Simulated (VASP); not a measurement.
Here is a VASP 6.6.1 calculation.

Contents of INCAR:

```
SYSTEM = HfO2
PREC = Accurate
ENCUT = 900
EDIFF = 1E-7
ISMEAR = 0
SIGMA = 0.02
LREAL = .False.
LASPH = .True.
NELM = 80
ALGO = Normal
ISIF = 2
LWAVE = .False.
LCHARG = .False.
GGA = PS
NBANDS = 31
```

The input KPOINTS:

```
Automatic mesh
0
Gamma
  6 6 6
  0 0 0
```

POSCAR

```
HfO2
1.0
    3.5509100000      0.0000000000      0.0000000000
    0.0000000000      3.5509100000      0.0000000000
    0.0000000000      0.0000000000      5.1293700000
Hf O
2 4
Direct
    0.5000000000      0.5000000000      0.5000000000
    0.0000000000      0.0000000000      0.0000000000
    0.0000000000      0.5000000000      0.7024500000
    0.5000000000      1.0000000000      0.7975500000
    0.5000000000      0.0000000000      0.2975500000
    0.0000000000      0.5000000000      0.2024500000
```

Potentials or basis: VASP PAW PBE potentials, release 64 (Hf_pv, O_h).

The run is started by

```bash
$ cat potpaw_PBE.64/Hf_pv/POTCAR potpaw_PBE.64/O_h/POTCAR > POTCAR
$ mpirun -np 1 vasp_std > vasp.out
```

**Question.** Predict the band gap on the k mesh.

**Answer.** 4.59 eV, indirect (least direct gap 4.68 eV).

**Question.** What does it give for the pressure?

**Answer.** -0.3 GPa.

Caveat: the cutoff is under 1.25 times the usual one of these potentials, so pressure, stress and relaxed cells hold a basis-set (Pulay) error; the PAW data sets were made with another functional, which shifts forces and pressure a little; spin-orbit coupling is left out, which moves the levels of the heavy elements. Expect the measured gap to be larger: semilocal functionals such as PBEsol lack the derivative discontinuity.
